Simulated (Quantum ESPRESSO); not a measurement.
**SiC (Moissanite) under changes of volume**

One of the cells (10.341 Å³/atom); the others are scaled copies at fixed shape and fractional positions:

```
CELL_PARAMETERS angstrom
3.07600 0.00000 0.00000
-1.53800 2.66389 0.00000
0.00000 0.00000 5.04800
ATOMIC_POSITIONS crystal
Si 0.66667 0.33333 0.50000
Si 0.33333 0.66667 0.00000
C 0.66667 0.33333 0.88500
C 0.33333 0.66667 0.38500
```

| Property | Result |
| --- | --- |
| Program | Quantum ESPRESSO 7.5 |
| Functional | HF |
| Potentials or basis | SG15 PBE 1.2 |
| Cutoff | 952 eV |
| Density cutoff | 3810 eV |
| k mesh | 4 × 4 × 2 |
| Occupations | fixed |
| Spin | no spin polarisation |

| volume (Å³/atom) | energy over the lowest point (meV/atom) | gap on the mesh (eV) |
| --- | --- | --- |
| 9.721 | ? | ? |
| 9.927 | 13.64 | 10.32 |
| 10.134 | 3.33 | 10.24 |
| 10.341 | 0.00 | 10.16 |
| 10.548 | 2.93 | 10.08 |
| 10.755 | 11.71 | 10.00 |
| 10.961 | 25.72 | 9.92 |

Task: What does the run at 9.721 Å³/atom give?

Result: Energy over the lowest point 31.56 meV/atom; gap on the mesh 10.41 eV.

Worked out: A Birch-Murnaghan fit of order 3 (a polynomial in V^(-2/3)) to the other rows has its minimum at 10.34 Å³/atom with B0 = V·E''(V) = 245 GPa and B' = 3.4 at fixed shape and positions, which overstates the stiffness. It gives 31.38 meV/atom at 9.721 Å³/atom, against the run's 31.56. A straight line through the other rows of the gap, of slope -4.04 eV per unit of ln V, extrapolates to 10.41 eV, against the run's 10.41.

Energies are extrapolated to zero smearing.

Caveats: all runs use coarse meshes; the potentials were made for another functional, which shifts forces and pressure; this program's forces and stress for hybrids aren't reliable and aren't listed.

A mesh can miss the band edges.
